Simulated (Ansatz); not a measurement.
**NaF: energy against volume in PBE, exact exchange and the RPA**

How do exact exchange and RPA correlation set the lattice of NaF built on the rocksalt prototype? The cell is scaled at fixed shape.

The runs shown are made with Ansatz 0.2.0. PBE orbitals, norm-conserving pseudopotentials, plane waves. No spin polarisation and no zero-point or thermal motion.

**1. The system as given**

The cell was relaxed beforehand with r2SCAN; volume changes: +0 %, -5 %, +5 %, -10 %, +10 %.

Space group Fm-3m (No. 225), cubic; a = 4.594 Å in the conventional setting, 12.12 Å³ an atom. Na has 6 F at 2.30 Å; F has 6 Na at 2.30 Å.

Coordinates:

Space group Fm-3m (No. 225). a = 4.594 Å, b = 4.594 Å, c = 4.594 Å, α = 90.00°, β = 90.00°, γ = 90.00°
```
atom  site  symmetry       x       y       z
  Na    4a      m-3m  0.0000  0.0000  0.0000
   F    4b      m-3m  0.5000  0.0000  0.0000
```

**2. The unscaled cell**

input.yaml reads:

```yaml
crystal:
  lattice:
    - [0.0, 2.2971679222, 2.2971679222]
    - [2.2971679222, 0.0, 2.2971679222]
    - [2.2971679222, 2.2971679222, 0.0]
  atoms:
    - { symbol: Na, position: [0.0, 0.0, 0.0] }
    - { symbol: F, position: [0.5, 0.5, 0.5] }
kpoints:
  mp_grid: { grid: [6, 6, 6] }
hamiltonian:
  xc: pbe
  pseudopotentials: { kind: nc }
scf:
  occupations: { method: fixed }
output:
  rpa_energy:
    ecut_chi_ladder: [317, 355, 394, 437, 480]
    long_wavelength: optical_limit
basis:
  ecutwfc: 1320.0
```

The runs that follow: Volume -5 %; Volume +5 %; Volume -10 %; Volume +10 %.

**Question.** What will these runs give?

**Answer**, as computed:

Energies in meV/atom from the unscaled cell:

```tsv
volume (Å³/atom)	PBE	exact exchange	EXX+RPA	RPA correlation
10.910	55.0	34.3	25.2	-9.0
11.516	20.0	9.9	3.6	-6.3
12.122	0.0	0.0	0.0	0.0
12.728	-8.4	1.0	0.8	-0.2
```

**Reading.** RPA correlation grows stronger on compression, so it pulls the cell in against exact exchange alone. The log puts the extrapolation error of each correlation energy at up to 50 meV/atom, against 25 meV/atom for the whole EXX+RPA curve; part of it cancels between volumes. The 6×6×6 mesh and the pseudopotentials limit these values, and the core-valence term stays semilocal.
